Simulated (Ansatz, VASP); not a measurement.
Cs in VASP and in Ansatz

Contents of POSCAR:

```
Cs
1.0
   -2.7500754600      2.7500754600      4.0972389800
    2.7500754600     -2.7500754600      4.0972389800
    2.7500754600      2.7500754600     -4.0972389800
Cs
1
Direct
    0.0000000000      0.0000000000      0.0000000000
```

Contents of INCAR.step1:

```
SYSTEM = Cs
ALGO = Normal
EDIFF = 1E-4
ENCUT = 520
GGA = PE
ISMEAR = 0
LASPH = .TRUE.
LCHARG = .FALSE.
LREAL = .FALSE.
LWAVE = .TRUE.
NBANDS = 10
NELM = 60
PREC = Accurate
SIGMA = 0.1
```

Contents of INCAR.step2:

```
SYSTEM = Cs
ALGO = Normal
EDIFF = 1E-6
ENCUT = 520
ISIF = 2
ISMEAR = 0
ISTART = 1
LASPH = .TRUE.
LCHARG = .FALSE.
LMIXTAU = .TRUE.
LREAL = .FALSE.
LWAVE = .FALSE.
METAGGA = R2SCAN
NBANDS = 10
NELM = 60
PREC = Accurate
SIGMA = 0.1
```

The input KPOINTS:

```
k-points
0
G
  6 6 6
  0 0 0
```

Input for Ansatz:

```yaml
crystal:
  lattice:
    - [-2.75007546, 2.75007546, 4.09723898]
    - [2.75007546, -2.75007546, 4.09723898]
    - [2.75007546, 2.75007546, -4.09723898]
  atoms:
    - { symbol: Cs, position: [0.0, 0.0, 0.0] }
basis:
  ecutwfc: 500
kpoints:
  mp_grid: { grid: [6, 6, 6] }
hamiltonian:
  xc: r2scan
scf:
  occupations: { method: gaussian, width: 0.1 }
  lower_state_search: "off"
output:
  forces: true
  stress: true
  eigenvalues: true
```

Alike in both runs: task single point; functional r2SCAN; k mesh 6 × 6 × 6; occupations gaussian, width 0.1 eV; no spin polarisation.

|  | VASP | Ansatz |
| --- | --- | --- |
| version | VASP 6.6.1 | Ansatz 0.2.0 |
| potentials or method | VASP PAW PBE potentials, release 64 (Cs_sv) | scalar-relativistic, plane waves, PAW |
| plane-wave cutoff (eV) | 520 | 500 |
| valence electrons in the cell | 9 | 9 |

|  | VASP | Ansatz | Ansatz less VASP |
| --- | --- | --- | --- |
| gap on the k mesh at the Fermi level (eV) | none | none | - |
| pressure (GPa) | 0.0 | 0.0 | 0.00 |

A gap of «none» marks a metal or a gap that the smearing closes. With one functional, cell and mesh, what is left measures potentials, basis and numerics.

Caveats: the PAW data sets were made with another functional, which shifts forces and pressure a little (VASP). Spin-orbit coupling is left out, which matters for the levels of Cs.
